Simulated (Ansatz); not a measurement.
Crystal: SiNi.

```
CELL_PARAMETERS angstrom
2.94277 0.00000 0.00000
0.00000 3.28033 0.00000
0.00000 0.00000 4.67745
ATOMIC_POSITIONS crystal
Ni 0.50000 0.50000 0.34250
Ni 0.00000 0.00000 0.65750
Si 0.50000 0.50000 0.84314
Si 0.00000 0.00000 0.15686
```

The cell is a database's computed one.

Base run:

| Quantity | Value |
| --- | --- |
| Program | Ansatz 0.2.0 |
| Functional | PBEsol |
| Potentials or basis | all-electron LAPW, scalar-relativistic |
| Cutoff | 270 eV (chosen from the basis error) |
| Basis error allowed | 0.002 eV/atom |
| k mesh | 9 × 8 × 6 |
| Occupations | fermi-dirac, width 0.05 eV |
| Spin | collinear spin, ferromagnetic start |
| Starting moments | [1.0, 1.0, 0.0, 0.0] μB |

Its results: pressure 0.2 GPa; net moment 0.00 μB per cell; largest force 0.093 eV/Å.

Task: The run is repeated on the same cell with these changes: functional from PBEsol to LDA. What comes out?

Result: Pressure -5.0 GPa; net moment 0.00 μB per cell; largest force 0.245 eV/Å.

LDA binds more tightly than PBEsol, so the same cell stands under less pressure.

Caveats: the starting moments weren't kept.
